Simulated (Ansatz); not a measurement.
Structure types of Al were relaxed at one common pressure (all-electron LAPW in Ansatz 0.2.0 under PBE, scalar-relativistic, no spin polarisation, zero temperature). They take these volumes:

```csv
type,space group,V (Å³/atom)
fcc,Fm-3m,8.25
bcc,Im-3m,8.14
hcp,P6_3/mmc,8.19
diamond,Fd-3m,10.27
beta tin,I4_1/amd,8.59
sc,Pm-3m,8.92
```

Question: At about which pressure, and is the densest type also the lowest in enthalpy?

Answer: 230 GPa. The densest is bcc, and it is 51 meV/atom above hcp: its gain in pV doesn't pay for its higher energy here.
